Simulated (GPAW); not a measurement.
# How the plane-wave cutoff moves the magnetism of free-standing triangular Os monolayer, spacing 3.069 A

Two starts of free-standing triangular Os monolayer, spacing 3.069 A are run at each rung of the plane-wave cutoff. Which rung is enough?

Method: PBE; plane waves with GPAW's PAW setups, scalar-relativistic, in GPAW 26.7.0.

This is a report of a sequence of runs, with most program output left out.

## (1) Starting point

The cell holds 1 atom: 1 Os. Cell: a = 3.069 Å, b = 3.069 Å, c = 14.000 Å, α = 90.0°, β = 90.0°, γ = 120.0°. model lattice. Vacuum lies along c.

As a file:

```cif
data_structure
_symmetry_space_group_name_H-M 'P 1'
_symmetry_Int_Tables_number 1
_cell_length_a 3.0690
_cell_length_b 3.0690
_cell_length_c 14.0000
_cell_angle_alpha 90.000
_cell_angle_beta 90.000
_cell_angle_gamma 120.000
_cell_volume 114.20
loop_
_atom_site_label
_atom_site_type_symbol
_atom_site_fract_x
_atom_site_fract_y
_atom_site_fract_z
_atom_site_occupancy
Os1 Os 0.00000 0.00000 0.50000 1
```

## (2) Rung 1 (250 eV), start ferro +

The ladder starts at a low cutoff and climbs, to see from where on the results stand still.

File order1.py:

```python
import json
import numpy as np
from ase import Atoms
from ase.parallel import paropen, parprint
from gpaw import GPAW

atoms = Atoms(['Os'],
    cell=[[3.069, 0.0, 0.0],
         [-1.5345, 2.657832, 0.0],
         [0.0, 0.0, 14.0]],
    scaled_positions=[[0.0, 0.0, 0.5]],
    pbc=True,
    magmoms=[1.0])
atoms.calc = GPAW(mode={'name': 'pw', 'ecut': 250},
    xc='PBE',
    kpts={'size': (10, 10, 1), 'gamma': True},
    occupations={'name': 'fermi-dirac', 'width': 0.05},
    convergence={'density': 1e-05, 'energy': 1e-05},
    maxiter=200,
    symmetry={'tolerance': 1e-4},
    txt='order1.txt')
e = atoms.get_potential_energy(force_consistent=True)
res = {'free_energy': e, 'energy_sigma0': atoms.get_potential_energy(), 'fermi_energy': atoms.calc.get_fermi_level()}
res['moments'] = atoms.get_magnetic_moments().tolist()
res['total'] = atoms.get_magnetic_moment()
parprint('site moments (muB):', np.round(res['moments'], 3))
parprint(f"total moment: {res['total']:.3f} muB")
parprint(f'free energy: {e:.6f} eV')
atoms.calc.write('order1.gpw')
with paropen('results.json', 'w') as f:
    json.dump(res, f)
```

On the command line:

```console
$ OMP_NUM_THREADS=1 python3 order1.py > order1.log
```

It took 7.8 s on 1 MPI rank of Intel Xeon Platinum 8488C (Sapphire Rapids), shared host; peak memory 0.14 GiB.

This step gave:

```
magnetization  : 2.148 μB
final state    : ferromagnetic
largest moment : 1.790 μB
```

After 14 cycles the largest moment stands at 1.79 μB.

## (3) Rung 1 (250 eV), start antiferro q=(0,1/2,0) +-

The second start gives the energy difference between the two end states, the quantity that is followed up the ladder. Its q is in fractions of the reciprocal vectors of the first run's cell.

order2.py is the script of step 2 with these lines changed:

```diff
@@ -6,12 +6,13 @@
 
-atoms = Atoms(['Os'],
+atoms = Atoms(['Os', 'Os'],
     cell=[[3.069, 0.0, 0.0],
-         [-1.5345, 2.657832, 0.0],
+         [-3.069, 5.315664, 0.0],
          [0.0, 0.0, 14.0]],
-    scaled_positions=[[0.0, 0.0, 0.5]],
+    scaled_positions=[[0.0, 0.0, 0.5],
+         [0.0, 0.5, 0.5]],
     pbc=True,
-    magmoms=[1.0])
+    magmoms=[1.0, -1.0])
 atoms.calc = GPAW(mode={'name': 'pw', 'ecut': 250},
     xc='PBE',
-    kpts={'size': (10, 10, 1), 'gamma': True},
+    kpts={'size': (10, 5, 1), 'gamma': True},
     occupations={'name': 'fermi-dirac', 'width': 0.05},
@@ -20,3 +21,3 @@
     symmetry={'tolerance': 1e-4},
-    txt='order1.txt')
+    txt='order2.txt')
 e = atoms.get_potential_energy(force_consistent=True)
@@ -28,3 +29,3 @@
 parprint(f'free energy: {e:.6f} eV')
-atoms.calc.write('order1.gpw')
+atoms.calc.write('order2.gpw')
 with paropen('results.json', 'w') as f:
```

On the command line:

```console
$ OMP_NUM_THREADS=1 python3 order2.py > order2.log
```

It took 40 s on 1 MPI rank; peak memory 0.2 GiB.

Numbers from this step:

| Property | Result |
| --- | --- |
| magnetization | 0 μB |
| final state | antiferromagnetic |
| largest moment | 1.767 μB |

This start lies +59.5 meV a seeded atom from the first; its largest moment is 1.77 μB.

## (4) Rung 2 (325 eV), start ferro +

order1.py is the script of step 2 with these lines changed:

```diff
@@ -13,3 +13,3 @@
     magmoms=[1.0])
-atoms.calc = GPAW(mode={'name': 'pw', 'ecut': 250},
+atoms.calc = GPAW(mode={'name': 'pw', 'ecut': 325},
     xc='PBE',
```

On the command line:

```console
$ OMP_NUM_THREADS=1 python3 order1.py > order1.log
```

It took 10 s on 1 MPI rank; peak memory 0.16 GiB.

This step gave:

- magnetization: 2.152 μB
- final state: ferromagnetic
- largest moment: 1.808 μB

The largest moment moves by +0.02 μB from rung 1, at 1.3 times its CPU time.

## (5) Rung 2 (325 eV), start antiferro q=(0,1/2,0) +-

order2.py is the script of step 3 with these lines changed:

```diff
@@ -14,3 +14,3 @@
     magmoms=[1.0, -1.0])
-atoms.calc = GPAW(mode={'name': 'pw', 'ecut': 250},
+atoms.calc = GPAW(mode={'name': 'pw', 'ecut': 325},
     xc='PBE',
```

On the command line:

```console
$ OMP_NUM_THREADS=1 python3 order2.py > order2.log
```

Elapsed: 61 s, on 1 MPI rank; peak memory 0.24 GiB.

This step gave:

```
magnetization  : 0 μB
final state    : antiferromagnetic
largest moment : 1.780 μB
```

This start lies +60.2 meV a seeded atom from the first, a change of +0.7 meV since rung 1; its largest moment is 1.78 μB.

## (6) Rung 3 (400 eV), start ferro +

order1.py is the script of step 4 with these lines changed:

```diff
@@ -13,3 +13,3 @@
     magmoms=[1.0])
-atoms.calc = GPAW(mode={'name': 'pw', 'ecut': 325},
+atoms.calc = GPAW(mode={'name': 'pw', 'ecut': 400},
     xc='PBE',
```

On the command line:

```console
$ OMP_NUM_THREADS=1 python3 order1.py > order1.log
```

Wall time 12 s (1 MPI rank); peak memory 0.17 GiB.

Read from the output:

```yaml
magnetization: 2.159 μB
final_state: ferromagnetic
largest_moment: 1.818 μB
```

The largest moment moves by +0.01 μB from rung 2, at 1.2 times its CPU time.

## (7) Rung 3 (400 eV), start antiferro q=(0,1/2,0) +-

order2.py is the script of step 5 with these lines changed:

```diff
@@ -14,3 +14,3 @@
     magmoms=[1.0, -1.0])
-atoms.calc = GPAW(mode={'name': 'pw', 'ecut': 325},
+atoms.calc = GPAW(mode={'name': 'pw', 'ecut': 400},
     xc='PBE',
```

On the command line:

```console
$ OMP_NUM_THREADS=1 python3 order2.py > order2.log
```

It took 74 s on 1 MPI rank; peak memory 0.3 GiB.

Read from the output:

* magnetization: 0 μB
* final state: antiferromagnetic
* largest moment: 1.785 μB

This start lies +60.4 meV a seeded atom from the first, a change of +0.2 meV since rung 2; its largest moment is 1.78 μB.

## (8) Rung 4 (500 eV), start ferro +

order1.py is the script of step 6 with these lines changed:

```diff
@@ -13,3 +13,3 @@
     magmoms=[1.0])
-atoms.calc = GPAW(mode={'name': 'pw', 'ecut': 400},
+atoms.calc = GPAW(mode={'name': 'pw', 'ecut': 500},
     xc='PBE',
```

On the command line:

```console
$ OMP_NUM_THREADS=1 python3 order1.py > order1.log
```

It took 14 s on 1 MPI rank; peak memory 0.19 GiB.

Read from the output:

```yaml
magnetization: 2.160 μB
final_state: ferromagnetic
largest_moment: 1.818 μB
```

The largest moment is that of rung 3, at 1.2 times its CPU time.

## (9) Rung 4 (500 eV), start antiferro q=(0,1/2,0) +-

order2.py is the script of step 7 with these lines changed:

```diff
@@ -14,3 +14,3 @@
     magmoms=[1.0, -1.0])
-atoms.calc = GPAW(mode={'name': 'pw', 'ecut': 400},
+atoms.calc = GPAW(mode={'name': 'pw', 'ecut': 500},
     xc='PBE',
```

On the command line:

```console
$ OMP_NUM_THREADS=1 python3 order2.py > order2.log
```

Run time: 88 s. Hardware: 1 MPI rank; peak memory 0.35 GiB.

Numbers from this step:

```yaml
magnetization: 0 μB
final_state: antiferromagnetic
largest_moment: 1.785 μB
```

This start lies +60.3 meV a seeded atom from the first, a change of -0.1 meV since rung 3; its largest moment is 1.79 μB.

## (10) Rung 5 (650 eV), start ferro +

order1.py is the script of step 8 with these lines changed:

```diff
@@ -13,3 +13,3 @@
     magmoms=[1.0])
-atoms.calc = GPAW(mode={'name': 'pw', 'ecut': 500},
+atoms.calc = GPAW(mode={'name': 'pw', 'ecut': 650},
     xc='PBE',
```

On the command line:

```console
$ OMP_NUM_THREADS=1 python3 order1.py > order1.log
```

Wall time 19 s (1 MPI rank); peak memory 0.24 GiB.

This step gave:

```
magnetization  : 2.160 μB
final state    : ferromagnetic
largest moment : 1.818 μB
```

The largest moment is that of rung 4, at 1.4 times its CPU time.

## (11) Rung 5 (650 eV), start antiferro q=(0,1/2,0) +-

order2.py is the script of step 9 with these lines changed:

```diff
@@ -14,3 +14,3 @@
     magmoms=[1.0, -1.0])
-atoms.calc = GPAW(mode={'name': 'pw', 'ecut': 500},
+atoms.calc = GPAW(mode={'name': 'pw', 'ecut': 650},
     xc='PBE',
```

On the command line:

```console
$ OMP_NUM_THREADS=1 python3 order2.py > order2.log
```

The job ended after 2.5 min (1 MPI rank; peak memory 0.49 GiB).

Numbers from this step:

* magnetization: 0 μB
* final state: antiferromagnetic
* largest moment: 1.785 μB

This start lies +60.3 meV a seeded atom from the first, a change of -0.1 meV since rung 4; its largest moment is 1.79 μB.

## (12) Rung 6 (800 eV), start ferro +

order1.py is the script of step 10 with these lines changed:

```diff
@@ -13,3 +13,3 @@
     magmoms=[1.0])
-atoms.calc = GPAW(mode={'name': 'pw', 'ecut': 650},
+atoms.calc = GPAW(mode={'name': 'pw', 'ecut': 800},
     xc='PBE',
```

On the command line:

```console
$ OMP_NUM_THREADS=1 python3 order1.py > order1.log
```

Elapsed: 34 s, on 1 MPI rank; peak memory 0.28 GiB.

This step gave:

```
magnetization  : 2.160 μB
final state    : ferromagnetic
largest moment : 1.818 μB
```

The largest moment is that of rung 5, at 1.7 times its CPU time.

## (13) Rung 6 (800 eV), start antiferro q=(0,1/2,0) +-

order2.py is the script of step 11 with these lines changed:

```diff
@@ -14,3 +14,3 @@
     magmoms=[1.0, -1.0])
-atoms.calc = GPAW(mode={'name': 'pw', 'ecut': 650},
+atoms.calc = GPAW(mode={'name': 'pw', 'ecut': 800},
     xc='PBE',
```

On the command line:

```console
$ OMP_NUM_THREADS=1 python3 order2.py > order2.log
```

Run time: 3.6 min. Hardware: 1 MPI rank; peak memory 0.61 GiB.

Read from the output:

```yaml
magnetization: 0 μB
final_state: antiferromagnetic
largest_moment: 1.785 μB
```

This start lies +60.2 meV a seeded atom from the first, a change of -0.0 meV since rung 5; its largest moment is 1.79 μB.

## (14) Another try

An input with a fault is tried, to see how the program answers.

File run.py:

```python
import json
import numpy as np
from ase import Atoms
from ase.parallel import paropen, parprint
from gpaw import GPAW

atoms = Atoms(['Os'],
    cell=[[3.069, 0.0, 0.0],
         [-1.5345, 2.657832, 0.0],
         [0.0, 0.0, 14.0]],
    scaled_positions=[[0.0, 0.0, 0.5]],
    pbc=True,
    magmoms=[1.0])
atoms.calc = GPAW(mode={'name': 'pw', 'ecut': 550},
    xc='PBE',
    kpts={'size': (10, 10, 1), 'gamma': True},
    occupations={'name': 'fermi-dirac', 'width': 0.05},
    convergence={'density': 1e-05, 'energy': 1e-05},
    maxiter=2,
    symmetry={'tolerance': 1e-4},
    txt='run.txt')
e = atoms.get_potential_energy(force_consistent=True)
res = {'free_energy': e, 'energy_sigma0': atoms.get_potential_energy(), 'fermi_energy': atoms.calc.get_fermi_level()}
res['moments'] = atoms.get_magnetic_moments().tolist()
res['total'] = atoms.get_magnetic_moment()
parprint('site moments (muB):', np.round(res['moments'], 3))
parprint(f"total moment: {res['total']:.3f} muB")
parprint(f'free energy: {e:.6f} eV')
atoms.calc.write('run.gpw')
with paropen('results.json', 'w') as f:
    json.dump(res, f)
```

On the command line:

```console
$ OMP_NUM_THREADS=1 python3 run.py > run.log
```

Wall time 5.7 s (1 MPI rank); peak memory 0.21 GiB.

The fault put into the input: too few SCF iterations.

The limit on cycles came before convergence; raising it mends this.

## (15) Side by side

Ladder, by row:

```
rung  cutoff (eV)  state from the first start  state from the second start  second less first (meV a seeded atom)  moment, first (μB)  moment, second (μB)  CPU time (s)
   1          250               ferromagnetic            antiferromagnetic                                  59.49                1.79                1.767         48.03
   2          325               ferromagnetic            antiferromagnetic                                  60.21               1.808                 1.78         70.76
   3          400               ferromagnetic            antiferromagnetic                                  60.43               1.818                1.785         85.83
   4          500               ferromagnetic            antiferromagnetic                                  60.33               1.818                1.785         102.4
   5          650               ferromagnetic            antiferromagnetic                                  60.26               1.818                1.785         166.2
   6          800               ferromagnetic            antiferromagnetic                                  60.24               1.818                1.785         248.4
```

## (16) Results

```json
{"range of the moment in the table, first start": "1.79 to 1.82 μB", "range of CPU time": "48 s to 4.1 min", "range of the energy difference": "59.5 to 60.4 meV a seeded atom", "first rung from which all stay within 3.0 meV of the last": "1"}
```

What this shows: From rung 1 on the result stays within 0.75 meV of the last rung, inside the margin of 3.0 meV set for it, at 19 % of the last rung's cost. The first start ends lower on every rung of the table; whether functional and cell give the true order is another question.

[Logs and program files are shortened in this print: banners, set-up blocks, solver, clock and traceback lines can be left out without a mark of their own.]

[Logs are printed without paths, hosts, clocks, repeated set-up lines and the standing remarks that a program may print on its own settings, such as how far it seeks lower states.]

[Hosts, paths, dates, database ids (printed as entryN), source tags and the programs' standing remarks are cut or masked in the printed files.]

[Where a cell is said to come from a database of computed structures, the database is the Materials Project.]
